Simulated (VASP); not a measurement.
# Sc (Fm-3m) in VASP: notebook

One crystal, Sc, is run at these levels: LDA; tasks: single point.

All numbers are computed with VASP 6.6.1; they aren't measurements. Logs are shortened: lines on timing, memory, paths and dates and some standing lists are left out, and cuts for length are marked.

## Step 1: The structure

The structure is cubic, space group Fm-3m (No. 225). The conventional cell has a = 4.541 Å, b = 4.541 Å, c = 4.541 Å, α = 90.00°, β = 90.00°, γ = 90.00°. Sc (site symmetry m-3m) is surrounded by 12 Sc at 3.21 Å.

This isn't the form of Sc at room conditions, which is hcp.

## Step 2: Single point, LDA

INCAR reads:

```
PREC = Accurate
ENCUT = 520
EDIFF = 1E-7
ISMEAR = 0
SIGMA = 0.15
LREAL = F
LASPH = T
NELM = 100
ALGO = Normal
ISIF = 2
LWAVE = F
LCHARG = F
GGA = CA
NBANDS = 12
```

KPOINTS reads:

```
regular mesh
0
Gamma
  20 20 20
```

POSCAR reads:

```
Sc
1.0
    0.0000000000      2.2705000000      2.2705000000
    2.2705000000      0.0000000000      2.2705000000
    2.2705000000      2.2705000000      0.0000000000
Sc
1
Direct
    0.0000000000      0.0000000000      0.0000000000
```

Potentials or basis: VASP PAW LDA potentials, release 64 (Sc_sv).

On the command line:

```console
> cat potpaw_LDA.64/Sc_sv/POTCAR > POTCAR
> mpirun -np 1 vasp_std > vasp.out
```

OUTCAR:

```text
PREC = Accurate
   ENCUT = 520
   EDIFF = 1E-7
   ISMEAR = 0
   LREAL = F
   LASPH = T
   NELM = 100
   ISIF = 2
   GGA = CA

 ion  position               nearest neighbor table
   1  0.000  0.000  0.000-

  LATTYP: Found a face centered cubic cell.
 ALAT       =     4.5410000000

  Lattice vectors:

 A1 = (   0.0000000000,   2.2705000000,   2.2705000000)
 A2 = (   2.2705000000,   0.0000000000,   2.2705000000)
 A3 = (   2.2705000000,   2.2705000000,   0.0000000000)

Analysis of symmetry for initial positions (statically):
=====================================================================
 Subroutine PRICEL returns:
 Original cell was already a primitive cell.

 Routine SETGRP: Setting up the symmetry group for a
 face centered cubic supercell.

 Subroutine GETGRP returns: Found 48 space group operations
 (whereof 48 operations were pure point group operations)
 out of a pool of 48 trial point group operations.

The static configuration has the point symmetry O_h .

Analysis of symmetry for dynamics (positions and initial velocities):
=====================================================================
 Subroutine PRICEL returns:
 Original cell was already a primitive cell.

 Routine SETGRP: Setting up the symmetry group for a
 face centered cubic supercell.

 Subroutine GETGRP returns: Found 48 space group operations
 (whereof 48 operations were pure point group operations)
 out of a pool of 48 trial point group operations.

The dynamic configuration has the point symmetry O_h .

 Subroutine INISYM returns: Found 48 space group operations
 (whereof 48 operations are pure point group operations),
 and found     1 'primitive' translations

----------------------------------------------------------------------------------------

                                     Primitive cell

  volume of cell :      23.4096

  direct lattice vectors                    reciprocal lattice vectors
     0.000000000  2.270500000  2.270500000    -0.220215811  0.220215811  0.220215811
     2.270500000  0.000000000  2.270500000     0.220215811 -0.220215811  0.220215811
     2.270500000  2.270500000  0.000000000     0.220215811  0.220215811 -0.220215811

  length of vectors
     3.210971893  3.210971893  3.210971893     0.381424974  0.381424974  0.381424974

  position of ions in fractional coordinates (direct lattice)
     0.000000000  0.000000000  0.000000000

  ion indices of the primitive-cell ions
   primitive index   ion index
                 1           1

----------------------------------------------------------------------------------------

 KPOINTS: regular mesh

Automatic generation of k-mesh.
 Grid dimensions read from file:
 generate k-points for:   20   20   20

 Generating k-lattice:

  Cartesian coordinates                     Fractional coordinates (reciprocal lattice)
    -0.011010791  0.011010791  0.011010791     0.050000000  0.000000000  0.000000000
     0.011010791 -0.011010791  0.011010791     0.000000000  0.050000000  0.000000000
     0.011010791  0.011010791 -0.011010791     0.000000000  0.000000000  0.050000000

  Length of vectors
     0.019071249  0.019071249  0.019071249

  Shift w.r.t. Gamma in fractional coordinates (k-lattice)
     0.000000000  0.000000000  0.000000000

 Subroutine IBZKPT returns following result:
 ===========================================

 Found    256 irreducible k-points:

 Following reciprocal coordinates:
            Coordinates               Weight
  0.000000  0.000000  0.000000      1.000000
  0.050000  0.000000  0.000000      8.000000
  0.100000  0.000000  0.000000      8.000000
  0.150000  0.000000  0.000000      8.000000
  0.200000  0.000000  0.000000      8.000000
  0.250000  0.000000  0.000000      8.000000
[... 16 lines left out ...]
 -0.400000  0.050000  0.000000     24.000000
 -0.350000  0.050000  0.000000     24.000000
 [... further k-points ...]
   k-points           NKPTS =    256   k-points in BZ     NKDIM =    256   number of bands    NBANDS=     12
   number of dos      NEDOS =    301   number of ions     NIONS =      1
   total plane-waves  NPLWV =  13824
   dimension x,y,z NGX =    24 NGY =   24 NGZ =   24
   dimension x,y,z NGXF=    48 NGYF=   48 NGZF=   48
   ions per type =               1
   NGX,Y,Z   is equivalent  to a cutoff of  12.43, 12.43, 12.43 a.u.
   NGXF,Y,Z  is equivalent  to a cutoff of  24.85, 24.85, 24.85 a.u.
 SYSTEM =  unknown system
   PREC   = accura    normal or accurate (medium, high low for compatibility)
   ISTART =      0    job   : 0-new  1-cont  2-samecut
   ICHARG =      2    charge: 1-file 2-atom 10-const
   ISPIN  =      1    spin polarized calculation?
   LNONCOLLINEAR =      F non collinear calculations
   LSORBIT =      F    spin-orbit coupling
   LASPH  =      T    aspherical Exc in radial PAW
   ENCUT  =  520.0 eV  38.22 Ry    6.18 a.u.   5.97  5.97  5.97*2*pi/ulx,y,z
   NELM   =    100;   NELMIN=  2; NELMDL= -5     # of ELM steps
   EDIFF  = 0.1E-06   stopping-criterion for ELM
   LREAL  =      F    real-space projection
   EDIFFG = 0.1E-05   stopping-criterion for IOM
   NSW    =      0    number of steps for IOM
   IBRION =     -1    ionic relax: 0-MD 1-quasi-New 2-CG
   NFREE  =      0    steps in history (QN), initial steepest desc. (CG)
   ISIF   =      2    stress and relaxation
   ISYM   =      2    0-nonsym 1-usesym 2-fastsym
   POTIM  = 0.5000    time-step for ionic-motion
   TEBEG  =    0.0;   TEEND  =   0.0 temperature during run
   PSTRESS=    0.0 pullay stress
   NELECT =      11.0000    total number of electrons
   NUPDOWN=      -1.0000    fix difference up-down
   EMIN   =  10.00;   EMAX   =-10.00  energy-range for DOS
   EFERMI =   0.00;   METHOD = LEGACY
   ISMEAR =     0;   SIGMA  =   0.15  broadening in eV -4-tet -1-fermi 0-gaus
   EFERMI_NEDOS =   21; number of points for ismear=-14 and -15
   IALGO  =     38    algorithm
   IMIX   =      4    mixing-type and parameters
     AMIX     =   0.40;   BMIX     =  1.00
     AMIX_MAG =   1.60;   BMIX_MAG =  1.00
  volume/ion in A,a.u.               =      23.41       157.98
  Fermi-wavevector in a.u.,A,eV,Ry     =   1.272744  2.405136 22.039751  1.619876
  Thomas-Fermi vector in A             =   2.405605
   LORBIT       =      0    0 simple, 1 ext, 2 COOP (PROOUT), +10 PAW based schemes
   GGA     = CA    functional components
   LHFCALC =     F    Hartree Fock is set to
   AEXX    =    0.0000 exact exchange contribution
   IVDW    =     0    specifies the selected vdW correction
   LEPSILON=     F    determine dielectric tensor
   LRPA    =     F    only Hartree local field effects (RPA)
 non-spin polarized calculation
 Gauss-broadening in eV      SIGMA  =   0.15
  energy-cutoff  :      520.00
  volume of cell :       23.41
 maximum number of plane-waves:       648
   NGX = 11   NGY = 11   NGZ = 11

 number of electron      10.9999998 magnetization

 Free energy of the ion-electron system (eV)
  ---------------------------------------------------
  ext. energy  EPLUGINS =         0.00000000
  ---------------------------------------------------
  free energy    TOTEN  =        -6.68693088 eV

  energy without entropy =       -6.66689948  energy(sigma->0) =       -6.67691518

 E-fermi :   3.8317     XC(G=0): -10.3534

 val. band max:        3.8315205966   @ k =  -0.2500   0.3500   0.1500
 cond. band min:       3.8336913032   @ k =   0.5000   0.1500   0.0000
 fundamental gap:      0.0021707066
 Fermi energy:         3.8316607236

 k-point     1 :       0.0000    0.0000    0.0000
  band No.  band energies     occupation
      1     -44.8669      2.00000
      2     -23.5842      2.00000
      3     -23.5842      2.00000
      4     -23.5842      2.00000
      5      -1.4054      2.00000
      6       5.4229      0.00000
      7       5.4229      0.00000
      8       5.4229      0.00000
      9       6.8922      0.00000
     10       6.8922      0.00000
     11      16.7169      0.00000
     12      20.2394      0.00000

 k-point     2 :       0.0500    0.0000    0.0000
  band No.  band energies     occupation
      1     -44.8649      2.00000
      2     -23.5966      2.00000
      3     -23.5857      2.00000
      4     -23.5857      2.00000
      5      -1.3384      2.00000
      6       5.3726      0.00000
      7       5.4488      0.00000
      8       5.4488      0.00000
      9       6.8734      0.00000
     10       6.8734      0.00000
     11      16.7871      0.00000
     12      19.6575      0.00000

 k-point     3 :       0.1000    0.0000    0.0000
  band No.  band energies     occupation
      1     -44.8594      2.00000
      2     -23.6324      2.00000
      3     -23.5903      2.00000
      4     -23.5903      2.00000
      5      -1.1405      2.00000
      6       5.2318      0.00000
      7       5.5183      0.00000
      8       5.5183      0.00000
      9       6.8282      0.00000
     10       6.8282      0.00000
     11      16.9416      0.00000
     12      18.5668      0.00000
[... 286 lines left out ...]
 k-point    23 :      -0.4000    0.0500    0.0000
  band No.  band energies     occupation
      1     -44.7925      2.00000
      2     -24.0372      2.00000
      3     -23.6550      2.00000
      4     -23.6421      2.00000
      5       1.7812      2.00000
      6       4.1710      0.00138
      7       5.3110      0.00000
      8       5.3913      0.00000
      9       7.6104      0.00000
     10       7.8669      0.00000
     11      11.5533      0.00000
     12      16.3004      0.00000

 k-point    24 :      -0.3500    0.0500    0.0000
  band No.  band energies     occupation
      1     -44.8003      2.00000
      2     -23.9915      2.00000
      3     -23.6502      2.00000
      4     -23.6342      2.00000
      5       1.3868      2.00000
      6       4.1964      0.00059
      7       5.3853      0.00000
      8       5.4693      0.00000
      9       7.3566      0.00000
     10       7.6843      0.00000
     11      12.3341      0.00000
     12      16.5670      0.00000

 [... further k-points ...]

------------------------ aborting loop because EDIFF is reached ----------------------------------------

  FORCE on cell =-STRESS in cart. coord.  units (eV):
  Direction    XX          YY          ZZ          XY          YZ          ZX
  --------------------------------------------------------------------------------------
  -------------------------------------------------------------------------------------
  Total       -0.3453778     -0.3453778     -0.3453778      0.0000000      0.0000000     -0.0000000
  in kB      -23.6379851    -23.6379851    -23.6379851      0.0000000      0.0000000     -0.0000000
  external PRESSURE =     -23.6379851 kB  Pullay stress =       0.0000000 kB

 VOLUME and BASIS-vectors are now :
 -----------------------------------------------------------------------------
  energy-cutoff  :      520.00
  volume of cell :       23.41
      direct lattice vectors                 reciprocal lattice vectors
     0.000000000  2.270500000  2.270500000    -0.220215811  0.220215811  0.220215811
     2.270500000  0.000000000  2.270500000     0.220215811 -0.220215811  0.220215811
     2.270500000  2.270500000  0.000000000     0.220215811  0.220215811 -0.220215811

 POSITION                                       TOTAL-FORCE (eV/Angst)
 -----------------------------------------------------------------------------------
      0.00000      0.00000      0.00000         0.000000      0.000000      0.000000
 -----------------------------------------------------------------------------------
    total drift:                                0.000000      0.000000     -0.000000

  FREE ENERGIE OF THE ION-ELECTRON SYSTEM (eV)
  ---------------------------------------------------
  free  energy   TOTEN  =        -6.6869308817 eV

  energy  without entropy=       -6.6668994843  energy(sigma->0) =       -6.67691518
```

Wall time 33 s (1 thread of Intel Xeon Platinum 8259CL at 2.50GHz (Skylake/Cascade Lake), shared host); peak memory 0.18 GiB.

What came out:

```
Free energy            : -6.6869 eV
Pressure               : -2.4 GPa
Band gap on the k mesh : none (metal or under the smearing width)
```

## Step 3: Single point, LDA

INCAR reads:

```
ALGO = Normal
EDIFF = 1E-6
ENCUT = 520
GGA = CA
ISIF = 2
ISMEAR = 0
LASPH = T
LCHARG = F
LREAL = F
LWAVE = F
NBANDS = 12
NELM = 100
PREC = Accurate
SIGMA = 0.15
```

KPOINTS reads:

```
k-points
0
Gamma
  18 18 18
```

POSCAR is that of step 2.

Potentials or basis: VASP PAW LDA potentials, release 64 (Sc_sv).

On the command line:

```console
> cat potpaw_LDA.64/Sc_sv/POTCAR > POTCAR
> mpirun -np 1 vasp_std > vasp.out
```

It took 22 s on 1 thread of Intel Xeon Platinum 8259CL at 2.50GHz (Skylake/Cascade Lake), shared host; peak memory 0.16 GiB.

Results (log left out):

- Free energy: -6.6869 eV
- Pressure: -2.4 GPa
- Band gap on the k mesh: none (metal or under the smearing width)

Levels at points of the mesh, in eV from the Fermi level:
| k point | band 3 | band 4 | band 5 | band 6 | band 7 | band 8 |
| --- | --- | --- | --- | --- | --- | --- |
| (0.00, 0.00, 0.00) | -27.41 | -27.41 | -5.24 | 1.59 | 1.59 | 1.59 |
| (0.50, 0.00, 0.00) | -27.48 | -27.48 | -1.84 | 0.42 | 1.47 | 1.47 |
| (0.50, 0.50, 0.00) | -27.59 | -27.59 | -1.64 | -0.74 | 2.17 | 4.02 |
